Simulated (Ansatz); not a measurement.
A computed series for NaF: response to strain

Start from NaF in the rock salt structure (space group Fm-3m, No. 225; a = 4.6291 Å). Axes: x, y, z lie along the cube axes.

Strains are applied to the cell and any free atomic positions relax.

The values are results of plane-wave PAW DFT at the PBEsol level (Ansatz, a quantum-chemistry and plane-wave program, 420 eV), spin-orbit coupling left out, not measurements.

Notes on the quantities. pressure: mean of the normal stresses, compression positive; energy relative to the base: free energy F.

```json
[
 {"variant": "base", "pressure": "0.00 GPa", "shortest interatomic distance": "4.374 bohr", "energy relative to the base": "0 meV/atom"},
 {"variant": "uniaxial strain ε_zz = −3.00 %", "pressure": "1.71 GPa", "shortest interatomic distance": "4.243 bohr", "energy relative to the base": "+4.1 meV/atom"},
 {"variant": "uniaxial strain ε_zz = −2.50 %", "pressure": "1.39 GPa", "shortest interatomic distance": "4.264 bohr", "energy relative to the base": "+2.8 meV/atom"},
 {"variant": "uniaxial strain ε_zz = −2.00 %", "pressure": "1.08 GPa", "shortest interatomic distance": "4.286 bohr", "energy relative to the base": "+1.7 meV/atom"},
 {"variant": "uniaxial strain ε_zz = −0.50 %", "pressure": "0.25 GPa", "shortest interatomic distance": "4.352 bohr", "energy relative to the base": "+0.1 meV/atom"},
 {"variant": "uniaxial strain ε_zz = +0.50 %", "pressure": "-0.24 GPa", "shortest interatomic distance": "4.374 bohr", "energy relative to the base": "+0.1 meV/atom"},
 {"variant": "uniaxial strain ε_zz = +1.00 %", "pressure": "-0.46 GPa", "shortest interatomic distance": "4.374 bohr", "energy relative to the base": "+0.4 meV/atom"},
 {"variant": "uniaxial strain ε_zz = +1.50 %", "pressure": "-0.67 GPa", "shortest interatomic distance": "4.374 bohr", "energy relative to the base": "+0.8 meV/atom"},
 {"variant": "uniaxial strain ε_zz = +2.00 %", "pressure": "-0.87 GPa", "shortest interatomic distance": "4.374 bohr", "energy relative to the base": "+1.4 meV/atom"},
 {"variant": "uniaxial strain ε_zz = +2.50 %", "pressure": "-1.06 GPa", "shortest interatomic distance": "4.374 bohr", "energy relative to the base": "+2.2 meV/atom"}
]
```

Stability against distortions was not tested.
